**Zone-boundary phonons of zincblende BAs from two masses, one Γ frequency and one bending constant**

The table holds harmonic phonon frequencies of BAs at X, U, K, L and W from a plane-wave PAW linear-response calculation with PBE (4×4×4 q mesh; K repeats U, and only U/K is interpolated). The program tests a mass-scaling rule built on the TO(Γ) frequency of the same run, and a Keating stretch-and-bend model whose one free constant is fitted to the 24 distinct rows, with closed forms at X and L. The two mass-scaled levels (240.5 and 633.2 cm⁻¹) place the acoustic and optical groups but miss single acoustic rows by up to 73 %, while the Keating model reaches 6.7 % rms, and 6.8 % on four unfitted interior mesh points. Its errors are systematic: LA at X and L is 14 % low, the transverse optical modes are too high, and a second bending constant spreads the misfit over LA and LO(X). A nearest-neighbour variant gives 10.1 % rms and the wrong LO/TO order at X and L.

Harmonic phonon frequencies of BAs (F-43m, 2-atom cell), calculated with Ansatz 0.2.0 using the PBE functional, scalar-relativistic PAW, a 420 eV plane-wave cutoff and a 12×12×12 k mesh. The force constants come from linear response on a 4×4×4 q mesh and are interpolated with the long-range term, but without its quadrupole part.

## Analysis program

```python
# Table: harmonic phonon frequencies (cm^-1) of zincblende BAs at X, U, K, L, W; Ansatz, PBE, PAW, linear response.
# Tested: mass-scaling rule from TO(Gamma), Keating model (one fitted constant), and two variants.
T = {
    'row': [1, 2, 3, 4, 5, 6, 7, 8, 9, 10, 11, 12, 13, 14, 15, 16, 17, 18, 19, 20, 21, 22, 23, 24, 25, 26, 27, 28, 29, 30],
    'mode_phonon_frequency': [191.3, 191.3, 312.2, 610.3, 610.3, 712.6, 189.5, 240.1, 281.2, 599.8, 615.5, 693.6, 189.5, 240.1, 281.2, 599.8, 615.5, 693.6, 138.7, 138.7, 302.9, 650.2, 650.2, 684.0, 220.2, 252.4, 258.6, 603.0, 609.9, 683.0],  # cm^-1
    'mode_q_point': ['X', 'X', 'X', 'X', 'X', 'X', 'U', 'U', 'U', 'U', 'U', 'U', 'K', 'K', 'K', 'K', 'K', 'K', 'L', 'L', 'L', 'L', 'L', 'L', 'W', 'W', 'W', 'W', 'W', 'W'],
    'mode_branch': [1, 2, 3, 4, 5, 6, 1, 2, 3, 4, 5, 6, 1, 2, 3, 4, 5, 6, 1, 2, 3, 4, 5, 6, 1, 2, 3, 4, 5, 6],
}
import numpy as np
from scipy import constants as C
from scipy.optimize import least_squares
m, M, wG, e0, ei = 10.81, 74.92159, 677.34, 9.9393, 9.8593  # masses, TO(Gamma), dielectric constants: same run
u = C.atomic_mass*(2*np.pi*C.c*100)**2  # N/m per amu cm^-2
W = {p: np.array([w for w, q in zip(T['mode_phonon_frequency'], T['mode_q_point']) if q == p]) for p in 'XUKLW'}
Q = {'X': (1, 0, 0), 'U': (1, .25, .25), 'L': (.5, .5, .5), 'W': (1, .5, 0)}  # 2pi/a; K repeats U, counted once
H = {(.25, .25, -.25): [110.78, 110.78, 215.42, 658.41, 658.41, 681.91], (.5, 0, 0): [148.43, 148.43, 223.81, 634.94, 634.94, 695.45],
     (-.25, -.75, .75): [174.55, 220.07, 275.97, 614.79, 623.5, 688.83], (0, -.5, .5): [160.95, 215.65, 251.36, 623.76, 634.03, 679.27]}  # mesh points, same run
tau = np.array([(1, 1, 1), (1, -1, -1), (-1, 1, -1), (-1, -1, 1)], float)
mu = m*M/(m+M); S = mu*wG**2*u/4; ms = np.sqrt(np.repeat([m, M], 3))
def freq(q, bB, bA, nn=False):
    al = S-(bB+bA)/2; D = np.zeros((6, 6), complex)
    for c, (s, be) in enumerate(((1, bB), (-1, bA))):
        e = s*tau/3**.5; ph = np.exp(.5j*np.pi*s*(tau@np.array(q, float))); o = 1-c
        for j in range(4):
            for k in range(j, 4):
                b = np.zeros(6, complex); b[3*c:3*c+3] = -(e[j]+e[k]); b[3*o:3*o+3] = e[j]*ph[k]+e[k]*ph[j]
                D += (.75*be if k > j else (.75*al if c == 0 else 0))*np.outer(b.conj(), b)
    if nn: D[:3, :3] = D[3:, 3:] = 4*S*np.eye(3)
    return np.sqrt(np.abs(np.linalg.eigvalsh(D/np.outer(ms, ms)/u)))
err = lambda bB, bA, nn=False: np.array([freq(Q[p], bB, bA, nn)/W[p]-1 for p in Q])
rms = lambda x: float(np.sqrt(np.mean(np.square(x))))
def pair(d, o):
    r = np.sqrt((d/2*(1/m-1/M))**2+o*o/(m*M)); return np.sqrt((d/2/mu-r)/u), np.sqrt((d/2/mu+r)/u)
amax = max(w[2] for w in W.values()); omin = min(w[3] for w in W.values())
print(f"M/m {M/m:.2f}, sqrt {np.sqrt(M/m):.3f}, mu {mu:.3f} amu, mu*wG^2 {4*S:.1f} N/m, 1 amu cm^-2 = {u:.3e} N/m")
print(f"top acoustic {amax}, lowest optical {omin}, gap {omin-amax:.1f} cm^-1, ratio {omin/amax:.2f}")
print(f"LO-TO: Gamma {wG*(np.sqrt(e0/ei)-1):.1f}, X {W['X'][5]-W['X'][3]:.1f}, L {W['L'][5]-W['L'][3]:.1f} cm^-1; rounding 0.05 cm^-1 = {5/W['L'][0]:.2f}% at most")
wA, wB = wG*np.sqrt(m/(m+M)), wG*np.sqrt(M/(m+M))
print(f"Step 1: As level {wA:.1f}, B level {wB:.1f} cm^-1 (error = rule/table - 1)")
for p in Q:
    a, o = rms(W[p][:3]), rms(W[p][3:])
    print(f" {p}: rms acoustic {a:.1f} ({100*(wA/a-1):+.1f}%), rms optical {o:.1f} ({100*(wB/o-1):+.1f}%), sum w^2/3wG^2 {np.sum(W[p]**2)/3/wG**2:.3f}")
E0 = np.array([np.repeat([wA, wB], 3)/W[p]-1 for p in Q])
for p in 'XL': print(f" {p}: pair sums / wG^2: longitudinal {(W[p][2]**2+W[p][5]**2)/wG**2:.3f}, transverse {(W[p][0]**2+W[p][3]**2)/wG**2:.3f}")
print(f" X: LO/LA {W['X'][5]/W['X'][2]:.3f}; m*LO^2 {m*W['X'][5]**2*u:.0f}, M*LA^2 {M*W['X'][2]**2*u:.0f} N/m")
b1 = least_squares(lambda x: err(x[0], x[0]).ravel(), [12.]).x[0]; al = S-b1
bn = least_squares(lambda x: err(x[0], x[0], True).ravel(), [12.]).x[0]
b2 = least_squares(lambda x: err(x[0], x[1]).ravel(), [12., 12.]).x
print(f"Step 2, Keating: alpha {al:.1f}, beta {b1:.1f} N/m, beta/alpha {b1/al:.2f}; model cm^-1 (error %), by rank")
for p in Q: print(f" {p}: "+" ".join(f"{f:.0f}({100*(f/w-1):+.0f})" for f, w in zip(freq(Q[p], b1, b1), W[p])))
print("Closed forms: d, o in N/m -> low, high cm^-1 | table")
for n, p, d, o, i, j in (('X long', 'X', 4*al+8*b1, 0, 2, 5), ('X trans', 'X', 4*S, 4*al-4*b1, 0, 3),
                         ('L long', 'L', 4*al+7*b1, 2*al-6*b1, 2, 5), ('L trans', 'L', 4*S, 4*al, 0, 3)):
    lo, hi = pair(d, o)
    print(f" {n}: {d:.1f}, {o:.1f} -> {lo:.1f} ({100*(lo/W[p][i]-1):+.1f}%), {hi:.1f} ({100*(hi/W[p][j]-1):+.1f}%) | {W[p][i]}, {W[p][j]}")
print(f"TA(L)/TA(X): table {W['L'][0]/W['X'][0]:.3f}, Keating {freq(Q['L'], b1, b1)[0]/freq(Q['X'], b1, b1)[0]:.3f}")
print("Errors over 24 distinct rows, %: rms all, acoustic, optical; range acoustic; range optical; worst")
for n, E in (('mass scaling', E0), ('Keating fitted', err(b1, b1)), ('Keating beta/alpha=0.25', err(S/5, S/5)),
             (f'nearest neighbours, beta {bn:.1f}', err(bn, bn, True)), (f'bend at B {b2[0]:.1f}, at As {b2[1]:.1f} N/m', err(*b2))):
    E = 100*E; i, j = np.unravel_index(np.argmax(abs(E)), E.shape); a, o = E[:, :3], E[:, 3:]
    print(f" {n}: {rms(E):.1f}, {rms(a):.1f}, {rms(o):.1f}; {a.min():+.0f}..{a.max():+.0f}; {o.min():+.0f}..{o.max():+.0f}; {list(Q)[i]}{j+1} {E[i, j]:+.1f}")
for n, f in (('nearest neighbours', freq(Q['X'], bn, bn, True)), ('nearest neighbours at L', freq(Q['L'], bn, bn, True)), ('two bends', freq(Q['X'], *b2))):
    print(f" {n}{'' if n.endswith('L') else ' at X'}: "+" ".join(f"{x:.0f}" for x in f)+" cm^-1")
print("Unfitted interior mesh points, Keating errors % (q in 2pi/a)")
EH = {q: 100*(freq(q, b1, b1)/np.array(w)-1) for q, w in H.items()}
for q, E in EH.items(): print(f" {q}: "+" ".join(f"{x:+.0f}" for x in E)+f"; As level vs rms acoustic {100*(wA/rms(H[q][:3])-1):+.0f}%")
print(f" rms over these 24 modes {rms(list(EH.values())):.1f}%")
assert np.allclose(W['U'], W['K'])
assert omin > 1.8*amax
assert all(1 < np.sum(w**2)/3/wG**2 < 1.06 for w in W.values())
assert all(W[p][2]**2+W[p][5]**2 > wG**2 > W[p][0]**2+W[p][3]**2 for p in 'XL')
```

Running it gives:

```
M/m 6.93, sqrt 2.633, mu 9.447 amu, mu*wG^2 255.4 N/m, 1 amu cm^-2 = 5.892e-05 N/m
top acoustic 312.2, lowest optical 599.8, gap 287.6 cm^-1, ratio 1.92
LO-TO: Gamma 2.7, X 102.3, L 33.8 cm^-1; rounding 0.05 cm^-1 = 0.04% at most
Step 1: As level 240.5, B level 633.2 cm^-1 (error = rule/table - 1)
 X: rms acoustic 238.5 (+0.8%), rms optical 646.2 (-2.0%), sum w^2/3wG^2 1.034
 U: rms acoustic 239.9 (+0.3%), rms optical 637.6 (-0.7%), sum w^2/3wG^2 1.012
 L: rms acoustic 208.3 (+15.4%), rms optical 661.7 (-4.3%), sum w^2/3wG^2 1.049
 W: rms acoustic 244.3 (-1.6%), rms optical 633.0 (+0.0%), sum w^2/3wG^2 1.003
 X: pair sums / wG^2: longitudinal 1.319, transverse 0.892
 L: pair sums / wG^2: longitudinal 1.220, transverse 0.963
 X: LO/LA 2.283; m*LO^2 323, M*LA^2 430 N/m
Step 2, Keating: alpha 48.8, beta 15.1 N/m, beta/alpha 0.31; model cm^-1 (error %), by rank
 X: 200(+4) 200(+4) 267(-14) 647(+6) 647(+6) 704(-1)
 U: 188(-1) 229(-5) 250(-11) 635(+6) 651(+6) 711(+2)
 L: 149(+7) 149(+7) 261(-14) 661(+2) 661(+2) 687(+0)
 W: 209(-5) 230(-9) 241(-7) 633(+5) 648(+6) 714(+5)
Closed forms: d, o in N/m -> low, high cm^-1 | table
 X long: 315.6, 0.0 -> 267.4 (-14.4%), 703.9 (-1.2%) | 312.2, 712.6
 X trans: 255.4, 134.9 -> 199.8 (+4.4%), 647.2 (+6.0%) | 191.3, 610.3
 L long: 300.5, 7.2 -> 260.8 (-13.9%), 686.9 (+0.4%) | 302.9, 684.0
 L trans: 255.4, 195.1 -> 148.6 (+7.2%), 660.8 (+1.6%) | 138.7, 650.2
TA(L)/TA(X): table 0.725, Keating 0.744
Errors over 24 distinct rows, %: rms all, acoustic, optical; range acoustic; range optical; worst
 mass scaling: 24.6, 34.3, 6.0; -23..+73; -11..+6; L1 +73.4
 Keating fitted: 6.7, 8.4, 4.5; -14..+7; -1..+6; X3 -14.4
 Keating beta/alpha=0.25: 7.7, 9.9, 4.7; -16..-1; -3..+7; X3 -15.6
 nearest neighbours, beta 15.5: 10.1, 13.2, 5.3; -23..+9; -9..+6; X3 -23.0
 bend at B 26.2, at As 3.7 N/m: 5.7, 6.1, 5.2; -9..+7; -9..+6; L3 -9.2
 nearest neighbours at X: 202 202 241 633 646 646 cm^-1
 nearest neighbours at L: 151 151 240 633 660 660 cm^-1
 two bends at X: 199 199 286 647 647 651 cm^-1
Unfitted interior mesh points, Keating errors % (q in 2pi/a)
 (0.25, 0.25, -0.25): -6 -6 -14 +2 +2 +0; As level vs rms acoustic +56%
 (0.5, 0, 0): -7 -7 -15 +4 +4 -1; As level vs rms acoustic +36%
 (-0.25, -0.75, 0.75): +1 -8 -10 +5 +5 +2; As level vs rms acoustic +6%
 (0, -0.5, 0.5): -8 -7 -9 +3 +4 +3; As level vs rms acoustic +13%
 rms over these 24 modes 6.8%
```
